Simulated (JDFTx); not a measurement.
# MnS (Fm-3m) in JDFTx: notebook, part 2 of 2

JDFTx 1.7.0 (patched build).

## (3) Equation of state, LDA, collinear spin, ferromagnetic start, 16.96 Å³/atom (volume scaled by 0.96)

MnS.in

```
lattice \
    0.0000000000     2.5692997390     2.5692997390 \
    2.5692997390     0.0000000000     2.5692997390 \
    2.5692997390     2.5692997390     0.0000000000
latt-scale 1.889726124626 1.889726124626 1.889726124626
coords-type Lattice
ion Mn     0.0000000000     0.0000000000     0.0000000000 1
ion S      0.5000000000     0.5000000000     0.5000000000 1

ion-species pseudo/Mn.upf
ion-species pseudo/S.upf
elec-cutoff 48 384
elec-ex-corr lda-PW
kpoint-folding 7 7 7
elec-smearing Fermi 0.0018374661
elec-n-bands 19
spintype z-spin
initial-magnetic-moments Mn 4
elec-initial-magnetization 4 no
electronic-SCF nIterations 100 energyDiffThreshold 1e-09
electronic-minimize nIterations 30 energyDiffThreshold 1e-7
forces-output-coords Cartesian

dump-name run.$VAR
dump End Ecomponents EigStats BandEigs Kpoints Forces Stress
```

Potentials or basis: PseudoDojo-SR-LDA-0.4.1-standard.

Started as:

```
$ jdftx -c 1 -i MnS.in -o MnS.out
```

Wall time 2.4 min (1 thread of Intel Xeon Platinum 8488C (Sapphire Rapids), shared host); peak memory 0.21 GiB.

The run converged. Its results:

```yaml
Free_energy: -3109.8643 eV
Pressure: -9.4 GPa
Band_gap_on_the_k_mesh: none (metal or under the smearing width)
Net_moment: 4.52 μB per cell
Absolute_moment: 4.52 μB per cell
Site_moments: Mn +4.28; S +0.21 μB
Loewdin_charges: Mn +0.93; S -0.77 e
```

Caveat: a cell with one magnetic atom can't hold antiferromagnetic order, which such compounds often take; semilocal functionals often make such compounds metallic where correlation or magnetic order opens a gap, which also shifts bond lengths.

## (4) Equation of state, LDA, collinear spin, ferromagnetic start, 17.31 Å³/atom (volume scaled by 0.98)

MnS.in: that of step 3 with these lines changed.

```diff
@@ -1,5 +1,5 @@
 lattice \
-    0.0000000000     2.5692997390     2.5692997390 \
-    2.5692997390     0.0000000000     2.5692997390 \
-    2.5692997390     2.5692997390     0.0000000000
+    0.0000000000     2.5870196075     2.5870196075 \
+    2.5870196075     0.0000000000     2.5870196075 \
+    2.5870196075     2.5870196075     0.0000000000
 latt-scale 1.889726124626 1.889726124626 1.889726124626
```

Started as:

```
$ jdftx -c 1 -i MnS.in -o MnS.out
```

Run time: 2.2 min. Hardware: 1 thread of Intel Xeon Platinum 8488C (Sapphire Rapids), shared host; peak memory 0.2 GiB.

The run converged. Its results:

```
Free energy            : -3109.8206 eV
Pressure               : -10.4 GPa
Band gap on the k mesh : none (metal or under the smearing width)
Net moment             : 4.56 μB per cell
Absolute moment        : 4.56 μB per cell
Site moments           : Mn +4.32; S +0.21 μB
Loewdin charges        : Mn +0.94; S -0.79 e
```

Caveat: a cell with one magnetic atom can't hold antiferromagnetic order, which such compounds often take; semilocal functionals often make such compounds metallic where correlation or magnetic order opens a gap, which also shifts bond lengths.

## (5) Equation of state, LDA, collinear spin, ferromagnetic start, 17.67 Å³/atom

MnS.in: that of step 4 with these lines changed.

```diff
@@ -1,5 +1,5 @@
 lattice \
-    0.0000000000     2.5870196075     2.5870196075 \
-    2.5870196075     0.0000000000     2.5870196075 \
-    2.5870196075     2.5870196075     0.0000000000
+    0.0000000000     2.6045000000     2.6045000000 \
+    2.6045000000     0.0000000000     2.6045000000 \
+    2.6045000000     2.6045000000     0.0000000000
 latt-scale 1.889726124626 1.889726124626 1.889726124626
```

Started as:

```
$ jdftx -c 1 -i MnS.in -o MnS.out
```

Wall time 2.3 min (1 thread of Intel Xeon Platinum 8488C (Sapphire Rapids), shared host); peak memory 0.2 GiB.

It converged, with:

| Item | Value |
| --- | --- |
| Free energy | -3109.7728 eV |
| Pressure | -11.3 GPa |
| Band gap on the k mesh | none (metal or under the smearing width) |
| Net moment | 4.60 μB per cell |
| Absolute moment | 4.60 μB per cell |
| Site moments | Mn +4.36; S +0.21 μB |
| Loewdin charges | Mn +0.95; S -0.80 e |

Caveat: a cell with one magnetic atom can't hold antiferromagnetic order, which such compounds often take; semilocal functionals often make such compounds metallic where correlation or magnetic order opens a gap, which also shifts bond lengths.

## (6) Equation of state, LDA, collinear spin, ferromagnetic start, 18.02 Å³/atom (volume scaled by 1.02)

MnS.in: that of step 5 with these lines changed.

```diff
@@ -1,5 +1,5 @@
 lattice \
-    0.0000000000     2.6045000000     2.6045000000 \
-    2.6045000000     0.0000000000     2.6045000000 \
-    2.6045000000     2.6045000000     0.0000000000
+    0.0000000000     2.6217488470     2.6217488470 \
+    2.6217488470     0.0000000000     2.6217488470 \
+    2.6217488470     2.6217488470     0.0000000000
 latt-scale 1.889726124626 1.889726124626 1.889726124626
```

Potentials or basis: PseudoDojo-SR-LDA-0.4.1-standard.

Started as:

```
$ jdftx -c 1 -i MnS.in -o MnS.out
```

Wall time 2.4 min (1 thread of Intel Xeon Platinum 8488C (Sapphire Rapids), shared host); peak memory 0.21 GiB.

The run converged. Its results:

```yaml
Free_energy: -3109.7215 eV
Pressure: -12.0 GPa
Band_gap_on_the_k_mesh: none (metal or under the smearing width)
Net_moment: 4.64 μB per cell
Absolute_moment: 4.64 μB per cell
Site_moments: Mn +4.39; S +0.21 μB
Loewdin_charges: Mn +0.97; S -0.81 e
```

Caveat: a cell with one magnetic atom can't hold antiferromagnetic order, which such compounds often take; semilocal functionals often make such compounds metallic where correlation or magnetic order opens a gap, which also shifts bond lengths.

## (7) Equation of state, LDA, collinear spin, ferromagnetic start, 18.37 Å³/atom (volume scaled by 1.04)

MnS.in: that of step 6 with these lines changed.

```diff
@@ -1,5 +1,5 @@
 lattice \
-    0.0000000000     2.6217488470     2.6217488470 \
-    2.6217488470     0.0000000000     2.6217488470 \
-    2.6217488470     2.6217488470     0.0000000000
+    0.0000000000     2.6387736672     2.6387736672 \
+    2.6387736672     0.0000000000     2.6387736672 \
+    2.6387736672     2.6387736672     0.0000000000
 latt-scale 1.889726124626 1.889726124626 1.889726124626
```

Started as:

```
$ jdftx -c 1 -i MnS.in -o MnS.out
```

Wall time 2.3 min (1 thread of Intel Xeon Platinum 8488C (Sapphire Rapids), shared host); peak memory 0.22 GiB.

The run converged. Its results:

* Free energy: -3109.6673 eV
* Pressure: -12.6 GPa
* Band gap on the k mesh: none (metal or under the smearing width)
* Net moment: 4.68 μB per cell
* Absolute moment: 4.68 μB per cell
* Site moments: Mn +4.43; S +0.21 μB
* Loewdin charges: Mn +0.98; S -0.83 e

Caveat: a cell with one magnetic atom can't hold antiferromagnetic order, which such compounds often take; semilocal functionals often make such compounds metallic where correlation or magnetic order opens a gap, which also shifts bond lengths.

## (8) Equation of state, LDA, collinear spin, ferromagnetic start, 18.73 Å³/atom (volume scaled by 1.06)

MnS.in: that of step 7 with these lines changed.

```diff
@@ -1,5 +1,5 @@
 lattice \
-    0.0000000000     2.6387736672     2.6387736672 \
-    2.6387736672     0.0000000000     2.6387736672 \
-    2.6387736672     2.6387736672     0.0000000000
+    0.0000000000     2.6555815960     2.6555815960 \
+    2.6555815960     0.0000000000     2.6555815960 \
+    2.6555815960     2.6555815960     0.0000000000
 latt-scale 1.889726124626 1.889726124626 1.889726124626
```

Started as:

```
$ jdftx -c 1 -i MnS.in -o MnS.out
```

Wall time 2.2 min (1 thread of Intel Xeon Platinum 8488C (Sapphire Rapids), shared host); peak memory 0.21 GiB.

It converged, with:

| Property | Result |
| --- | --- |
| Free energy | -3109.6105 eV |
| Pressure | -13.2 GPa |
| Band gap on the k mesh | none (metal or under the smearing width) |
| Net moment | 4.71 μB per cell |
| Absolute moment | 4.71 μB per cell |
| Site moments | Mn +4.46; S +0.21 μB |
| Loewdin charges | Mn +0.99; S -0.84 e |

Caveat: a cell with one magnetic atom can't hold antiferromagnetic order, which such compounds often take; semilocal functionals often make such compounds metallic where correlation or magnetic order opens a gap, which also shifts bond lengths.

## (9) Density of states, PBEsol+U, collinear spin, ferromagnetic start (volume scaled by 0.92)

MnS.in

```
lattice \
    0.0000000000     4.7868796042     4.7868796042 \
    4.7868796042     0.0000000000     4.7868796042 \
    4.7868796042     4.7868796042     0.0000000000
coords-type Cartesian
ion Mn     0.0000000000     0.0000000000     0.0000000000 1
ion S      4.7868796042     4.7868796042     4.7868796042 1

ion-species pseudo/Mn.upf
ion-species pseudo/S.upf
elec-cutoff 48 384
elec-ex-corr gga-PBEsol
kpoint-folding 9 9 9
elec-smearing Fermi 0.00073498644
elec-n-bands 19
spintype z-spin
initial-magnetic-moments Mn 4
elec-initial-magnetization 4 no
add-U Mn d 0.165372
electronic-SCF nIterations 100 energyDiffThreshold 1e-08
electronic-minimize nIterations 30 energyDiffThreshold 1e-7
converge-empty-states yes
forces-output-coords Cartesian
density-of-states Esigma 0.004 \
  Total \
  OrthoOrbital Mn 1 1s \
  OrthoOrbital Mn 1 2s \
  OrthoOrbital Mn 1 p \
  OrthoOrbital Mn 1 d \
  OrthoOrbital S 1 s \
  OrthoOrbital S 1 p

dump-name run.$VAR
dump End Ecomponents EigStats BandEigs Kpoints Forces Stress DOS ElecDensity Dtot
```

Potentials or basis: PseudoDojo-SR-PBEsol-0.4.1-standard with smoothed tails.

Started as:

```
$ jdftx -c 1 -i MnS.in -o MnS.out
```

Run time: 7.3 min. Hardware: 1 thread of Arm Neoverse V1, shared host; peak memory 0.27 GiB.

The run converged. Its results:

```yaml
Free_energy: -3104.5695 eV
Pressure: 13.1 GPa
Band_gap_on_the_k_mesh: 0.45 eV, indirect (least direct gap 2.00 eV)
Net_moment: 5.00 μB per cell
Absolute_moment: 5.00 μB per cell
Site_moments: Mn +4.76; S +0.18 μB
Loewdin_charges: Mn +1.15; S -1.00 e
```

Levels at points of the mesh, in eV from the valence-band top:
Spin up:
```
           k point  band 9  band 10  band 11  band 12  band 13  band 14
(0.00, 0.00, 0.00)   -6.17    -6.17    -1.87    -1.87    -1.87     2.14
```
Spin down:
```tsv
k point	band 6	band 7	band 8	band 9	band 10	band 11
(0.00, 0.00, 0.00)	-1.62	-1.62	-1.62	1.30	1.30	1.80
```

States per cell in windows of 1 eV (zero at the valence-band top; states under -8 eV left out):
| from (eV) | up | down | Mn d up | S p up | S p down | Mn d down | Mn 2 up | Mn 2 down |
| --- | --- | --- | --- | --- | --- | --- | --- | --- |
| -8.0 | 1.81 | 0.00 | 1.22 | 0.52 | 0.00 | 0.00 | 0.05 | 0.00 |
| -7.0 | 1.25 | 0.17 | 1.05 | 0.18 | 0.13 | 0.01 | 0.00 | 0.03 |
| -6.0 | 1.70 | 0.67 | 1.61 | 0.06 | 0.54 | 0.03 | 0.00 | 0.08 |
| -5.0 | 0.72 | 0.50 | 0.36 | 0.26 | 0.42 | 0.03 | 0.07 | 0.02 |
| -4.0 | 0.65 | 1.19 | 0.19 | 0.36 | 1.00 | 0.14 | 0.04 | 0.02 |
| -3.0 | 0.65 | 0.45 | 0.14 | 0.45 | 0.38 | 0.06 | 0.02 | 0.00 |
| -2.0 | 0.58 | 0.02 | 0.11 | 0.43 | 0.02 | 0.00 | 0.01 | 0.00 |
| -1.0 | 0.40 | 0.00 | 0.08 | 0.30 | 0.00 | 0.00 | 0.00 | 0.00 |

Caveat: an odd mesh through Γ misses points on the zone boundary, where band edges often lie; a cell with one magnetic atom can't hold antiferromagnetic order, which such compounds often take.
